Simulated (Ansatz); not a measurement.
GaSb:

```
Sb Ga
1.0
     0.00000    3.05900    3.05900
     3.05900    0.00000    3.05900
     3.05900    3.05900    0.00000
Sb Ga
1 1
Cartesian
  4.5885 4.5885 4.5885
  0.0000 0.0000 0.0000
```

```yaml
Program: Ansatz 0.2.0
Task: relaxation of cell and atoms
Functional: rPW86-PBE
Dispersion: rVV10
Potentials_or_basis: Ansatz PAW
Cutoff: "420 eV (not typed: the program's choice for these potentials)"
k_mesh: 8 × 8 × 8
Occupations: fermi-dirac, width 0.05 eV
Spin: no spin polarisation
```

At the start: volume 28.62 Å³/atom.

Problem. How do energy, volume and symmetry change on relaxing?

Solution. It ends after 5 steps and the volume is 30.44 Å³/atom (+6.3 %); space group F-43m (No. 216, to 0.05 Å).

Step by step:
| step | energy change (eV) | largest force (eV/Å) | volume (Å³) |
| --- | --- | --- | --- |
| 1 | 0.0000 | 0.0000 | 57.25 |
| 2 | -0.0295 | 0.0000 | 61.98 |
| 3 | -0.0323 | 0.0000 | 61.00 |
| 4 | -0.0323 | 0.0000 | 60.88 |
| 5 | -0.0332 | 0.0000 | 60.88 |

Final structure:
```
Sb Ga
1.0
     0.00000    3.12235    3.12235
     3.12235    0.00000    3.12235
     3.12235    3.12235    0.00000
Sb Ga
1 1
Direct
  0.75000 0.75000 0.75000
  0.00000 0.00000 0.00000
```

Caveat: the plane-wave basis is chosen anew once the cell has moved, so the energies of steps on either side of that aren't comparable; the PAW data sets come from PBE, with cores solved anew for the run's functional, which leaves a small shift of forces and pressure.
